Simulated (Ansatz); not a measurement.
## A series in volume per atom on BaTiO₃

Band levels at named k points (names of the unstrained cell) at fixed atoms, from the valence top (v1 top filled band, c1 lowest empty), gap the least over mesh, points and any path between them, spin-unpolarised plane waves, DDH-PBE0 mixes 1/eps_inf of exact exchange. The results are calculated, by Ansatz 0.2.0.

Cell of the first row (space group Pm-3m, No. 221):
```
BaTiO3
1.0
      3.8343     0.0000     0.0000
      0.0000     3.8343     0.0000
      0.0000     0.0000     3.8343
Ba Ti O
1 1 3
Direct
  0.00000 0.00000 0.00000
  0.50000 0.50000 0.50000
  0.50000 0.50000 0.00000
  0.50000 0.00000 0.50000
  0.00000 0.50000 0.50000
```

Settings of every row: periodic directions 3; functional HSE06; spin orbit no; potentials PAW; wave cutoff 420 eV; k mesh 4x4x4; smearing width 0 eV.

Point:
| name | a (fraction of the reciprocal vector) | b (fraction of the reciprocal vector) | c (fraction of the reciprocal vector) |
| --- | --- | --- | --- |
| Gamma | 0 | 0 | 0 |
| X | 0 | 0.5 | 0 |
| M | 0.5 | 0.5 | 0 |
| R | 0.5 | 0.5 | 0.5 |

Limits: no spin-orbit coupling, which shifts gaps with heavier elements (BaTiO3); atoms stay on their symmetric sites, though polar or tilted forms of a perovskite may lie lower.

Limits of some rows: the SCF threshold is loose for a stress in some rows (row 1).

| row | volume per atom (Å³) | least direct gap (eV) | band gap (eV) |
| --- | --- | --- | --- |
| 1 | 11.275 | 3.447 | 3.447 |
| 2 | 11.631 | 3.418 | 3.418 |
| 3 | 12.365 | ? | ? |
| 4 | 12.743 | 3.29 | 3.206 |
| 5 | 13.13 | 3.236 | 3.123 |
| 6 | 13.523 | 3.178 | 3.038 |
| 7 | 13.925 | 3.115 | 2.954 |
| 8 | 14.335 | 3.05 | 2.87 |

Question: what least direct gap should row 3 give?

Worked fit of least direct gap. Take t = volume per atom − 13, in Å³. The shown rows have t = -1.725, -1.369, -0.257, 0.13, 0.523, 0.925, 1.335. Least squares give least direct gap = 3.2545 − 0.13635 × t − 0.01364 × t² eV; a straight line predicts inner rows, each left out in turn, worse (root mean square 0.012 against 0.0024 eV). The rows lie off it by -0.002, 0.002, 0.001, -0.001, -0.001, -0.002, 0.002. The withheld row has t = -0.635, so the fit gives 3.2545 − 0.13635 × (-0.635) − 0.01364 × (-0.635)² = 3.336 eV.

The calculation gave 3.339 eV. The fit lies 0.003 eV (0.76 % of the column's range) below it; its largest miss of a shown row is 0.002 eV.

The other values of row 3: band gap 3.29 eV.
